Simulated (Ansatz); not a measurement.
Molecular dynamics on a 1×1×1 supercell (6 atoms) of S (R-3), relaxed with r2SCAN+rVV10. Forces come from PBE in Ansatz 0.2.0: a Nosé-Hoover thermostat at fixed volume, 300 K, steps of 1 fs. Computed, non-magnetic; the trajectory is short and the cell small, so nothing here is a converged average.

```yaml
crystal:
  lattice:
    - [5.3612126934, 3.0952975917, 1.394946327]
    - [-5.3612126934, 3.0952975917, 1.394946327]
    - [0.0, -6.1905951835, 1.3949463269]
  atoms:
    - { symbol: S, position: [0.2551978007, 0.1485570036, 0.9142443507] }
    - { symbol: S, position: [0.9142443507, 0.2551978007, 0.1485570036] }
    - { symbol: S, position: [0.1485570036, 0.9142443507, 0.2551978007] }
    - { symbol: S, position: [0.7448021993, 0.8514429964, 0.0857556493] }
    - { symbol: S, position: [0.0857556493, 0.7448021993, 0.8514429964] }
    - { symbol: S, position: [0.8514429964, 0.0857556493, 0.7448021993] }
kpoints:
  mp_grid: { grid: [4, 4, 4] }
hamiltonian:
  xc: pbe
scf:
  occupations: { method: fermi_dirac, width: 0.026 }
md:
  ensemble: nvt_nose_hoover
  temperature: 300
  timestep: 1.0
  n_steps: 40
  initial_velocities: maxwell_boltzmann
  seed: 2278
```

Command: `ansatz run input.yaml --threads 4 --pin off --max-ram 4608MiB --backend cpu --events-out ev --progress --plain --runs-dir out`.

Task: What wall time did it need on 4 threads of Arm Neoverse N1, with other jobs on the host, load about 0.8 per core, and what peak of host memory did it reach?

Result: About 82 s, with a peak of 0.49 GiB.

Task: How do temperature and energy develop?

Result: The temperature starts at 300 K, is lowest at step 27 (106 K, 27 fs) and ends at 150 K. The thermostat hasn't had time to restore it. The atoms start on their lattice sites with kinetic energy alone, so much of it first passes into potential energy. By the last step the atoms have moved 0.11 Å in the root mean square, the drift of the whole cell taken out, 0.16 Å at most.

| step | t (fs) | T (K) | free energy F from step 0 (meV/atom) | kinetic energy (meV/atom) | largest force (eV/Å) |
| --- | --- | --- | --- | --- | --- |
| 0 | 0 | 300 | 0.0 | 32.3 | 0.19 |
| 1 | 1 | 303 | -0.3 | 32.6 | 0.15 |
| 2 | 2 | 304 | -0.4 | 32.7 | 0.13 |
| 3 | 3 | 303 | -0.3 | 32.6 | 0.11 |
| 4 | 4 | 300 | 0.0 | 32.4 | 0.17 |
| 5 | 5 | 296 | 0.4 | 31.9 | 0.25 |
| 6 | 6 | 291 | 1.0 | 31.3 | 0.32 |
| 7 | 7 | 284 | 1.7 | 30.6 | 0.39 |
| 8 | 8 | 276 | 2.6 | 29.7 | 0.46 |
| 9 | 9 | 266 | 3.7 | 28.7 | 0.53 |
| 10 | 10 | 256 | 4.8 | 27.5 | 0.60 |
| 11 | 11 | 244 | 6.0 | 26.3 | 0.66 |
| 12 | 12 | 232 | 7.3 | 25.0 | 0.71 |
| 13 | 13 | 220 | 8.6 | 23.7 | 0.77 |
| 14 | 14 | 208 | 10.0 | 22.4 | 0.82 |
| 15 | 15 | 195 | 11.3 | 21.0 | 0.86 |
| 16 | 16 | 183 | 12.6 | 19.7 | 0.90 |
| 17 | 17 | 171 | 13.9 | 18.4 | 0.94 |
| 18 | 18 | 160 | 15.1 | 17.2 | 0.97 |
| 19 | 19 | 150 | 16.3 | 16.1 | 1.00 |
| 20 | 20 | 140 | 17.3 | 15.1 | 1.02 |
| 21 | 21 | 132 | 18.2 | 14.2 | 1.04 |
| 22 | 22 | 124 | 19.0 | 13.4 | 1.05 |
| 23 | 23 | 118 | 19.7 | 12.7 | 1.06 |
| 24 | 24 | 113 | 20.2 | 12.2 | 1.07 |
| 25 | 25 | 110 | 20.6 | 11.8 | 1.07 |
| 26 | 26 | 108 | 20.9 | 11.6 | 1.06 |
| 27 | 27 | 106 | 21.0 | 11.5 | 1.06 |
| 28 | 28 | 106 | 21.1 | 11.5 | 1.05 |
| 29 | 29 | 108 | 21.0 | 11.6 | 1.03 |
| 30 | 30 | 110 | 20.8 | 11.8 | 1.01 |
| 31 | 31 | 112 | 20.5 | 12.1 | 0.99 |
| 32 | 32 | 116 | 20.1 | 12.5 | 0.96 |
| 33 | 33 | 120 | 19.7 | 13.0 | 0.94 |
| 34 | 34 | 125 | 19.2 | 13.4 | 0.90 |
| 35 | 35 | 130 | 18.8 | 14.0 | 0.87 |
| 36 | 36 | 134 | 18.3 | 14.5 | 0.84 |
| 37 | 37 | 139 | 17.8 | 15.0 | 0.80 |
| 38 | 38 | 143 | 17.4 | 15.4 | 0.76 |
| 39 | 39 | 147 | 17.0 | 15.8 | 0.73 |
| 40 | 40 | 150 | 16.7 | 16.2 | 0.69 |

Positions (Å) and forces (eV/Å) at step 40:
```
S    0.581  -4.318   1.767    -0.168  -0.483   0.051
S    3.457   2.612   1.776     0.516   0.440   0.148
S   -4.082   1.810   1.961    -0.226  -0.128  -0.238
S   -0.516   4.351   2.427    -0.064   0.006  -0.061
S   -3.554  -2.688   2.303     0.177   0.052   0.219
S    4.115  -1.767   2.321    -0.236   0.113  -0.119
```
